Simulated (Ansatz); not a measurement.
A run of Ansatz 0.2.0 is set up as follows.

Contents of input.yaml:

```yaml
crystal:
  lattice:
    - [6.107, -1.51855, 0.0]
    - [6.107, 1.51855, 0.0]
    - [-1.3859888959, 0.0, 5.630008738]
  atoms:
    - { symbol: Ga, position: [0.34134, 0.34134, 0.68598] }
    - { symbol: Ga, position: [0.65866, 0.65866, 0.31402] }
    - { symbol: Ga, position: [0.9095, 0.9095, 0.2054] }
    - { symbol: Ga, position: [0.0905, 0.0905, 0.7946] }
    - { symbol: O, position: [0.5041, 0.5041, 0.7434] }
    - { symbol: O, position: [0.4959, 0.4959, 0.2566] }
    - { symbol: O, position: [0.8267, 0.8267, 0.4368] }
    - { symbol: O, position: [0.1733, 0.1733, 0.5632] }
    - { symbol: O, position: [0.8355, 0.8355, 0.8902] }
    - { symbol: O, position: [0.1645, 0.1645, 0.1098] }
hamiltonian:
  xc: pbe
  pseudopotentials: { kind: paw }
kpoints:
  mp_grid: { grid: [5, 5, 3] }
scf:
  occupations: { method: fermi_dirac, width: 0.05 }
output:
  forces: true
  stress: true
  eigenvalues: true
```

Potentials or basis: Ansatz PAW.

Launch:

```sh
$ ansatz run input.yaml --threads 4 --pin off --max-ram 11264MiB --backend cpu --events-out ev --progress --plain --runs-dir out
```

Q: What does it give for the largest force?

A: 0.218 eV/Å.

Q: Estimate the band gap on the k mesh.

A: 2.45 eV, direct.

Forces in eV/Å, atoms in the order of the input:
```
Ga   0.020  0.000 -0.066
Ga  -0.020  0.000  0.066
Ga  -0.107  0.000 -0.062
Ga   0.107  0.000  0.062
O   -0.167  0.000 -0.052
O    0.167  0.000  0.052
O    0.016  0.000  0.052
O   -0.016  0.000 -0.052
O   -0.204  0.000  0.078
O    0.204  0.000 -0.078
```

Caveat: the k mesh is coarse (spacing up to 0.43 Å⁻¹), so the values aren't converged; odd divisions of the mesh miss points on the zone boundary, where band edges often lie, so the gap on the mesh can be too wide.
